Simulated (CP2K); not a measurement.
# Ge (Fd-3m) in CP2K: a series of runs

The runs below take Ge through band structure, with PBE, LDA, PBEsol, r2SCAN.

All numbers are computed with CP2K 2026.2; they aren't measurements. Logs are shortened: lines on timing, memory, paths and dates and some standing lists are left out, and cuts for length are marked.

**Experimental background.**

From “Temperature-dependent photoluminescence in Ge: experiment and theory”, 2020, arxiv:2003.00143, for a bulk crystal of Ge at 0 K: band gap 0.744 eV (indirect).

“Electronic and optical properties of SixGe1-x-ySny alloys lattice-matched to Ge”, 2021, arxiv:2109.02782 reports, for a bulk crystal of Ge at 293 K: band gap 0.666 eV (indirect).

How close the calculation comes is told below.

## (1) The crystal as given

Symmetry: Fd-3m, No. 227, cubic system. The conventional cell has a = 5.658 Å, b = 5.658 Å, c = 5.658 Å, α = 90.00°, β = 90.00°, γ = 90.00°. Ge (site symmetry -43m) has 4 Ge at 2.45 Å as nearest neighbours.

## (2) Band structure, PBE

The input, ge_bands.inp:

```
&GLOBAL
  PROJECT ge_bands
  RUN_TYPE ENERGY_FORCE
  PRINT_LEVEL LOW
&END GLOBAL
&FORCE_EVAL
  METHOD QS
  STRESS_TENSOR ANALYTICAL
  &DFT
    BASIS_SET_FILE_NAME BASIS_MOLOPT_UZH
    POTENTIAL_FILE_NAME POTENTIAL_UZH
    &MGRID
      CUTOFF 450
      REL_CUTOFF 60
      NGRIDS 4
    &END MGRID
    &QS
      METHOD GPW
      EPS_DEFAULT 1.0E-9
    &END QS
    &KPOINTS
      SCHEME MONKHORST-PACK 8 8 8
      GAMMA_CENTERED T
      SYMMETRY T
      SYMMETRY_BACKEND SPGLIB
    &END KPOINTS
    &SCF
      SCF_GUESS ATOMIC
      EPS_SCF 1.0E-6
      MAX_SCF 100
      ADDED_MOS 10
      CHOLESKY OFF
      EPS_EIGVAL 1.0E-7
      &DIAGONALIZATION ON
        ALGORITHM STANDARD
      &END DIAGONALIZATION
      &MIXING ON
        METHOD BROYDEN_MIXING
        ALPHA 0.4
        BETA 1.5
        NBUFFER 8
      &END MIXING
      &SMEAR ON
        METHOD FERMI_DIRAC
        ELECTRONIC_TEMPERATURE 1160.45
      &END SMEAR
    &END SCF
    &XC
      &XC_FUNCTIONAL PBE
      &END XC_FUNCTIONAL
    &END XC
    &PRINT
      &KPOINTS ON
      &END KPOINTS
      &MULLIKEN ON
      &END MULLIKEN
      &MO ON
        ENERGIES T
        OCCUPATION_NUMBERS T
        &EACH
          QS_SCF 0
        &END EACH
        ADD_LAST NUMERIC
      &END MO
      &BAND_STRUCTURE
        FILE_NAME bands.bs
        ADDED_MOS 6
        &KPOINT_SET
          UNITS B_VECTOR
          NPOINTS 6
          SPECIAL_POINT GAMMA 0.00000000 0.00000000 0.00000000
          SPECIAL_POINT X 0.50000000 0.00000000 0.50000000
          SPECIAL_POINT W 0.50000000 0.25000000 0.75000000
          SPECIAL_POINT K 0.37500000 0.37500000 0.75000000
          SPECIAL_POINT GAMMA 0.00000000 0.00000000 0.00000000
          SPECIAL_POINT L 0.50000000 0.50000000 0.50000000
          SPECIAL_POINT U 0.62500000 0.25000000 0.62500000
          SPECIAL_POINT W 0.50000000 0.25000000 0.75000000
          SPECIAL_POINT L 0.50000000 0.50000000 0.50000000
          SPECIAL_POINT K 0.37500000 0.37500000 0.75000000
        &END KPOINT_SET
        &KPOINT_SET
          UNITS B_VECTOR
          NPOINTS 6
          SPECIAL_POINT U 0.62500000 0.25000000 0.62500000
          SPECIAL_POINT X 0.50000000 0.00000000 0.50000000
        &END KPOINT_SET
      &END BAND_STRUCTURE
    &END PRINT
  &END DFT
  &SUBSYS
    &CELL
      ABC 4.0006828887 4.0006828887 4.0006828887
      ALPHA_BETA_GAMMA 59.9999999992 59.9999999995 59.9999999994
      PERIODIC XYZ
    &END CELL
    &COORD
      Ge  6.0010243331 3.4646930141 2.4499079250
      Ge  4.0006828888 2.3097953428 1.6332719500
    &END COORD
    &KIND Ge
      BASIS_SET TZVP-MOLOPT-PBE-GTH-q4
      POTENTIAL GTH-PBE-q4
    &END KIND
    &PRINT
      &ATOMIC_COORDINATES ON
      &END ATOMIC_COORDINATES
      &CELL ON
      &END CELL
      &SYMMETRY ON
      &END SYMMETRY
    &END PRINT
  &END SUBSYS
  &PRINT
    &FORCES ON
    &END FORCES
    &STRESS_TENSOR ON
    &END STRESS_TENSOR
  &END PRINT
&END FORCE_EVAL
```

Potentials or basis: POTENTIAL_UZH Ge GTH-PBE-q4; TZVP-MOLOPT-PBE-GTH basis.

Launch:

```bash
OMP_NUM_THREADS=2 cp2k.psmp -i ge_bands.inp -o ge_bands.out
```

ge_bands.out:

```text

 CP2K| version string:                                       CP2K version 2026.2
 CP2K| Input file name                                              ge_bands.inp

 GLOBAL| Force Environment number                                              1
 GLOBAL| Basis set file name                                    BASIS_MOLOPT_UZH
 GLOBAL| Potential file name                                       POTENTIAL_UZH
 GLOBAL| MM Potential file name                                     MM_POTENTIAL
 GLOBAL| Coordinate file name                                      __STD_INPUT__
 GLOBAL| Method name                                                        CP2K
 GLOBAL| Project name                                                   ge_bands
 GLOBAL| Run type                                                   ENERGY_FORCE
 GLOBAL| FFT library                                                       FFTW3
[... 5 lines left out ...]
 GLOBAL| Global print level                                                  LOW
 GLOBAL| Total number of message passing processes                             1
 GLOBAL| Number of threads for this process                                    2
 GLOBAL| CPU model name                                                  UNKNOWN

 CELL| Volume [angstrom^3]:                                            45.278016
 CELL| Vector a [angstrom]:       4.001     0.000     0.000   |a| =     4.000683
 CELL| Vector b [angstrom]:       2.000     3.465     0.000   |b| =     4.000683
 CELL| Vector c [angstrom]:       2.000     1.155     3.267   |c| =     4.000683
 CELL| Angle (b,c), alpha [degree]:                                    60.000000
 CELL| Angle (a,c), beta  [degree]:                                    60.000000
 CELL| Angle (a,b), gamma [degree]:                                    60.000000
 CELL| Numerically orthorhombic:                                              NO
 CELL| Periodicity                                                           XYZ

 CELL_REF| Volume [angstrom^3]:                                        45.278016
 CELL_REF| Vector a [angstrom     4.001     0.000     0.000   |a| =     4.000683
 CELL_REF| Vector b [angstrom     2.000     3.465     0.000   |b| =     4.000683
 CELL_REF| Vector c [angstrom     2.000     1.155     3.267   |c| =     4.000683
 CELL_REF| Angle (b,c), alpha [degree]:                                60.000000
 CELL_REF| Angle (a,c), beta  [degree]:                                60.000000
 CELL_REF| Angle (a,b), gamma [degree]:                                60.000000
 CELL_REF| Numerically orthorhombic:                                          NO
 CELL_REF| Periodicity                                                       XYZ
[... 9 lines left out ...]
 TOTAL NUMBERS AND MAXIMUM NUMBERS

  Total number of            - Atomic kinds:                                   1
                             - Atoms:                                          2
                             - Shell sets:                                     2
                             - Shells:                                        14
                             - Primitive Cartesian functions:                  8
                             - Cartesian basis functions:                     36
                             - Spherical basis functions:                     34

  Maximum angular momentum of the orbital basis functions:                     2

 MODULE QUICKSTEP: ATOMIC COORDINATES IN ANGSTROM

   Atom Kind Element         X             Y             Z       Z(eff)     Mass
      1    1 Ge   32      6.001024      3.464693      2.449908   4.0000  72.6400
      2    1 Ge   32      4.000683      2.309795      1.633272   4.0000  72.6400

 Crystal Symmetry Information
       International Symbol:                                               Fd-3m
       Point Group Symbol:                                                  m-3m
       Schoenflies Symbol:                                                  Oh^7
       Number of Symmetry Operations:                                         48

 SCF PARAMETERS         Density guess:                                    ATOMIC
                        --------------------------------------------------------
                        max_scf:                                             100
[... 7 lines left out ...]
                        --------------------------------------------------------
                        level_shift [a.u.]:                             0.000000
                        added MOs                                        10    0
                        --------------------------------------------------------
                        Mixing method:                            BROYDEN_MIXING
                                                charge density mixing in g-space
[... 60 lines left out ...]

 SCF WAVEFUNCTION OPTIMIZATION

  Step     Update method      Time    Convergence         Total energy    Change
  ------------------------------------------------------------------------------
     1 NoMix/Diag. 0.40E+00    0.7     0.34699899        -7.9727059718 -7.97E+00
     2 Broy./Diag. 0.40E+00    0.5     0.00668217        -7.8385670394  1.34E-01
     3 Broy./Diag. 0.40E+00    0.5     0.02572287        -7.7652131357  7.34E-02
     4 Broy./Diag. 0.40E+00    0.5     0.00609110        -7.8221196580 -5.69E-02
     5 Broy./Diag. 0.40E+00    0.6     0.00498684        -7.8466732992 -2.46E-02
     6 Broy./Diag. 0.40E+00    0.6     0.00137591        -7.8583088333 -1.16E-02
     7 Broy./Diag. 0.40E+00    0.5     0.00020625        -7.8595868806 -1.28E-03
     8 Broy./Diag. 0.40E+00    0.5     0.00002178        -7.8598032381 -2.16E-04
     9 Broy./Diag. 0.40E+00    0.6     0.00002382        -7.8600038395 -2.01E-04
    10 Broy./Diag. 0.40E+00    0.6     0.00000396        -7.8600613353 -5.75E-05
    11 Broy./Diag. 0.40E+00    0.6     0.00000109        -7.8600630254 -1.69E-06
    12 Broy./Diag. 0.40E+00    0.6     0.00000068        -7.8600630589 -3.35E-08

  *** SCF run converged in    12 steps ***

  Electronic density on regular grids:         -7.9999999999        0.0000000001
  Core density on regular grids:                7.9999999746       -0.0000000254
  Total charge density on r-space grids:       -0.0000000254
  Total charge density g-space grids:          -0.0000000254

  Overlap energy of the core charge distribution:               0.00000001912839
  Self energy of the core charge distribution:                -16.70301879784742
  Core Hamiltonian energy:                                      3.90912495149804
  Hartree energy:                                               7.28235197755668
  Exchange-correlation energy:                                 -2.34838182451659
  Electronic entropic energy:                                  -0.00013938478351
  Fermi energy:                                                 0.16900459512394

  Total energy:                                                -7.86006305893807
  Total energy (extrapolated to T->0):                         -7.85999336654632

 MO| EIGENVALUES AND OCCUPATION NUMBERS FOR K POINT 1
 MO|
 MO|  Index      Eigenvalue [a.u.]        Eigenvalue [eV]             Occupation
 MO|      1              -0.244395              -6.650321               2.000000
 MO|      2              -0.078074              -2.124512               2.000000
 MO|      3               0.121328               3.301502               1.999995
 MO|      4               0.121328               3.301506               1.999995
 MO|      5               0.179161               4.875231               0.118621
 MO|      6               0.309437               8.420198               0.000000
 MO|      7               0.309438               8.420229               0.000000
 MO|      8               0.461147              12.548448               0.000000
 MO|      9               0.544746              14.823280               0.000000
 MO|     10               0.584312              15.899945               0.000000
 MO|     11               0.584313              15.899963               0.000000
 MO|     12               0.658713              17.924485               0.000000
 MO|     13               0.773921              21.059466               0.000000
[... 249 lines left out ...]
 MO|      3               0.037275               1.014302               2.000000
 MO|      4               0.090782               2.470312               2.000000
 MO|      5               0.259373               7.057902               0.000000
 MO|      6               0.296333               8.063639               0.000000
 MO|      7               0.355383               9.670462               0.000000
 MO|      8               0.401878              10.935670               0.000000
 MO|      9               0.554598              15.091375               0.000000
 MO|     10               0.555393              15.113021               0.000000
 MO|     11               0.664253              18.075249               0.000000
 MO|     12               0.718150              19.541863               0.000000
 MO|     13               0.773840              21.057256               0.000000
 MO|     14               0.801615              21.813055               0.000000
 MO| Sum:                                                               8.000000
 MO| E(Fermi):            0.169005 a.u.          4.598849 eV

 [... the levels of further k-points ...]

 !-----------------------------------------------------------------------------!
                     Mulliken Population Analysis

 #  Atom  Element  Kind  Atomic population                           Net charge
       1     Ge       1          4.000000                              0.000000
       2     Ge       1          4.000000                             -0.000000
 # Total charge                              8.000000                  0.000000

 !-----------------------------------------------------------------------------!

 KPOINTS| Band Structure Calculation
 KPOINTS| Number of k-point sets                                               2
 KPOINTS| Number of added MOs/bands                                            6
 KPOINTS| Number of k-points in set    1                                      55
 KPOINTS| In units of b-vector [2pi/Bohr]
 KPOINTS| Special point     1       GAMMA     0.000000     0.000000     0.000000
 KPOINTS| Special point     2           X     0.500000     0.000000     0.500000
 KPOINTS| Special point     3           W     0.500000     0.250000     0.750000
 KPOINTS| Special point     4           K     0.375000     0.375000     0.750000
 KPOINTS| Special point     5       GAMMA     0.000000     0.000000     0.000000
 KPOINTS| Special point     6           L     0.500000     0.500000     0.500000
 KPOINTS| Special point     7           U     0.625000     0.250000     0.625000
 KPOINTS| Special point     8           W     0.500000     0.250000     0.750000
 KPOINTS| Special point     9           L     0.500000     0.500000     0.500000
 KPOINTS| Special point    10           K     0.375000     0.375000     0.750000
 KPOINTS| Number of k-points in set    2                                       7
 KPOINTS| In units of b-vector [2pi/Bohr]
 KPOINTS| Special point     1           U     0.625000     0.250000     0.625000
 KPOINTS| Special point     2           X     0.500000     0.000000     0.500000

 ENERGY| Total FORCE_EVAL ( QS ) energy [hartree]             -7.860063029243443

 FORCES| Atomic forces [hartree/bohr]
 FORCES|   Atom     x               y               z               |f|
 FORCES|      1 -4.74385557E-09 -8.13327009E-09 -5.69105492E-11   9.41581047E-09
 FORCES|      2  4.74341262E-09  8.13287026E-09  5.67172335E-11   9.41524078E-09
 FORCES| Sum    -4.42947173E-13 -3.99830054E-13 -1.93315674E-13
 FORCES| Total atomic force                                       6.27245741E-13

 STRESS| Analytical stress tensor [bar]
 STRESS|                        x                   y                   z
 STRESS|      x        4.01304588431E+04  -1.76424847841E-03  -2.35300534467E-03
 STRESS|      y       -1.76424847841E-03   4.01348662153E+04   3.04712324044E+00
 STRESS|      z       -2.35300534467E-03   3.04712324044E+00   4.01326532449E+04
 STRESS| 1/3 Trace                                             4.01326594344E+04
 STRESS| Determinant                                           6.46388788753E+13

 STRESS| Eigenvectors and eigenvalues of the analytical stress tensor [bar]
 STRESS|                        1                   2                   3
 STRESS| Eigenvalues   4.01304588277E+04   4.01305179439E+04   4.01370015316E+04
 STRESS|      x           0.999880221230     -0.015471285597     -0.000427218103
 STRESS|      y          -0.008528876039     -0.573819117759      0.818937652308
 STRESS|      z           0.012915164220      0.818835917273      0.573882339088
```

It took 8.3 s on 2 threads of Arm Neoverse V1, shared host; peak memory 0.26 GiB.

What came out:

- Free energy: -213.8832 eV
- Pressure: 4.0 GPa
- Band gap on the k mesh: none (metal or under the smearing width)

Levels at the corners of the path, in eV from the Fermi level:
```
point  band 2  band 3  band 4  band 5  band 6  band 7
    Γ   -0.04   -0.04   -0.04    0.00    2.56    2.56
    X   -8.94   -3.10   -3.10    0.70    0.70    9.76
    W   -8.84   -3.95   -3.95    4.38    4.38    4.81
    K   -8.35   -4.38   -2.66    1.12    4.14    7.45
    Γ   -0.04   -0.04   -0.04    0.00    2.56    2.56
    L   -7.65   -1.43   -1.43    0.14    3.78    3.78
    U   -8.35   -4.38   -2.66    1.12    4.14    7.45
    W   -8.84   -3.95   -3.95    4.38    4.38    4.81
    L   -7.65   -1.43   -1.43    0.14    3.78    3.78
    K   -8.35   -4.38   -2.66    1.12    4.14    7.45
    U   -8.35   -4.38   -2.66    1.12    4.14    7.45
    X   -8.94   -3.10   -3.10    0.70    0.70    9.76
```

Caveat: the basis of atomic orbitals isn't converged, which shifts pressures, moduli and gaps.

[end of part 1 of 3]
